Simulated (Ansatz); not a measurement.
**CaF₂ in the fluorite structure**

The computed numbers are results of PBEsol, scalar-relativistic (no spin polarisation) in the plane-wave PAW code Ansatz at 420 eV, Γ-centred 10×10×10 mesh, 0.05 eV Gaussian smearing. The datasets are Ansatz's generated set soft_2.

```yaml
crystal:
  lattice:
    - [0.00000, 2.71023, 2.71023]
    - [2.71023, 0.00000, 2.71023]
    - [2.71023, 2.71023, 0.00000]
  atoms:
    - { symbol: Ca, position: [0.00000, 0.00000, 0.00000] }
    - { symbol: F, position: [0.25000, 0.25000, 0.25000] }
    - { symbol: F, position: [0.75000, 0.75000, 0.75000] }
```

The start was a prototype's sites filled with these elements; the Crystallography Open Database holds the compound in this structure.

Elastic constants come from the stress of slightly strained cells with relaxed atoms, in GPa, Voigt order xx, yy, zz, yz, xz, xy in the Cartesian frame of the vectors above.

```
166.3  46.6  46.6   0.0   0.0   0.0
 46.6 166.3  46.6   0.0   0.0   0.0
 46.6  46.6 166.3   0.0   0.0   0.0
  0.0   0.0   0.0  32.8   0.0   0.0
  0.0   0.0   0.0   0.0  32.8   0.0
  0.0   0.0   0.0   0.0   0.0  32.8
```

Question: Work out the Voigt, Reuss and Hill moduli.

Answer: Voigt: K = (C11 + C22 + C33 + 2(C12 + C13 + C23))/9 = 86 GPa, G = (C11 + C22 + C33 − C12 − C13 − C23 + 3(C44 + C55 + C66))/15 = 44 GPa. Reuss, from the compliances S = C⁻¹: K = 87 GPa, G = 40 GPa. Hill means: K = 86 GPa, G = 42 GPa.

Question: And Young's modulus, Poisson's ratio, Pugh's ratio and the anisotropy?

Answer: E = 9KG/(3K + G) = 108 GPa, ν = (3K − 2G)/(6K + 2G) = 0.29, K/G = 2.07 (over the 1.75 that Pugh's rule, made for metals, takes as the line between brittle and ductile), universal anisotropy index 5G_V/G_R + K_V/K_R − 6 = 0.45. The eigenvalues of C are 33, 33, 33, 120, 120, 259 GPa, all positive.

Question: What sound velocities and Debye temperature follow for a polycrystal?

Answer: With a density of 3.256 g/cm³ (mean mass 26.0 u, 13.27 Å³/atom), K = 86.5 and G = 41.8 GPa from the unrounded constants, v_l = √((K + 4G/3)/ρ) = 6610 m/s and v_t = √(G/ρ) = 3580 m/s. The mean [(1/v_l³ + 2/v_t³)/3]^(−1/3) is 4000 m/s, and θ_D = (ħ/k_B)(6π²/V)^(1/3) v_m ≈ 500 K, with V the volume an atom. This is the low-temperature, elastic estimate.

For a cubic crystal three numbers say it all: C11 = 166.3, C12 = 46.6, C44 = 32.8 GPa. K = (C11 + 2C12)/3 = 86.5 GPa. The two shear moduli are C44 and C′ = (C11 − C12)/2 = 59.9 GPa, so Zener's ratio C44/C′ is 0.55: the crystal is stiffest along ⟨100⟩ and softest along ⟨111⟩. The Cauchy pressure C12 − C44 is 14 GPa; pair forces would make it zero if every atom sat on a centre of inversion, which isn't so here, so internal relaxation also enters.

The equation of state, an independent route, gives B0 = 86 GPa, against 86 GPa here.

